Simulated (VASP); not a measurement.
# Si: relaxed cell and band gap, by functional

Si, Fd-3m (no. 227), 2 atoms in the cell.

| Functional | Volume (Å³/atom) | Change from the starting volume (fraction) | Gap, path and mesh (eV) | Time (s) |
|---|---|---|---|---|
| XC = PBE_X PBE_C, XC_C = 0.9 1 | 22.04 | 0.093 | 0.48 | 32 |
| XC = PBE_X PBE_C, XC_C = 0.95 1 | 21.22 | 0.052 | 0.55 | 27 |
| XC = PBE_X PBE_C, XC_C = 1 1 | 20.45 | 0.014 | 0.61 | 28 |
| XC = PBE_X PBE_C, XC_C = 1.05 1 | 19.72 | -0.022 | 0.68 | 30 |
| XC = PBE_X PBE_C, XC_C = 1.1 1 | 19.03 | -0.056 | 0.75 | 34 |

## Input of the first row

INCAR.step1:
```
ALGO = Normal
EDIFF = 1E-7
EDIFFG = -0.005
ENCUT = 600
GGA_COMPAT = False
IBRION = 2
ISIF = 3
ISMEAR = 0
LASPH = True
LCHARG = False
LREAL = False
LWAVE = False
NELM = 150
NSW = 60
PREC = Accurate
SIGMA = 0.02
XC = PBE_X PBE_C
XC_C = 0.9 1
```

INCAR.step2, as INCAR.step1 but for:
```
- NSW = 60
+ NSW = 40
```

INCAR.step3, as INCAR.step2 but for:
```
- EDIFFG = -0.005
- IBRION = 2
- ISIF = 3
- NSW = 40
+ ISIF = 2
+ NBANDS = 11
```

KPOINTS:
```
k-points
0
Gamma
  7 7 7
```

KPOINTS_OPT:
```
path GXWKGLUWLK,UX
8
line-mode
reciprocal
 0.0000000000  0.0000000000  0.0000000000  G
 0.5000000000  0.0000000000  0.5000000000  X

 0.5000000000  0.0000000000  0.5000000000  X
 0.5000000000  0.2500000000  0.7500000000  W

 0.5000000000  0.2500000000  0.7500000000  W
 0.3750000000  0.3750000000  0.7500000000  K

 0.3750000000  0.3750000000  0.7500000000  K
 0.0000000000  0.0000000000  0.0000000000  G

 0.0000000000  0.0000000000  0.0000000000  G
 0.5000000000  0.5000000000  0.5000000000  L

 0.5000000000  0.5000000000  0.5000000000  L
 0.6250000000  0.2500000000  0.6250000000  U

 0.6250000000  0.2500000000  0.6250000000  U
 0.5000000000  0.2500000000  0.7500000000  W

 0.5000000000  0.2500000000  0.7500000000  W
 0.5000000000  0.5000000000  0.5000000000  L

 0.5000000000  0.5000000000  0.5000000000  L
 0.3750000000  0.3750000000  0.7500000000  K

 0.6250000000  0.2500000000  0.6250000000  U
 0.5000000000  0.0000000000  0.5000000000  X
```

POSCAR.step1:
```
Si
1.0
    0.0000000000      2.7218511865      2.7218511865
    2.7218511865      0.0000000000      2.7218511865
    2.7218511865      2.7218511865      0.0000000000
Si
2
Direct
    0.5000000000      0.5000000000      0.5000000000
    0.7500000000      0.7500000000      0.7500000000
```

Commands (each step's output is kept before the next begins):
```
cat potpaw_PBE.64/Si/POTCAR > POTCAR
cp INCAR.step1 INCAR
cp POSCAR.step1 POSCAR
mpirun -np 1 vasp_std > vasp.out
cp CONTCAR POSCAR
rm WAVECAR CHG
cp INCAR.step2 INCAR
mpirun -np 1 vasp_std > vasp.out
cp CONTCAR POSCAR
rm WAVECAR CHG
cp INCAR.step3 INCAR
mpirun -np 1 vasp_std > vasp.out
```

Changes of the last row against the first:
```
(all steps)
- XC_C = 0.9 1
+ XC_C = 1.1 1
```

VASP 6.6.1 took 32 s on 1 core (Intel Xeon 6975P-C (Granite Rapids)), a shared host.
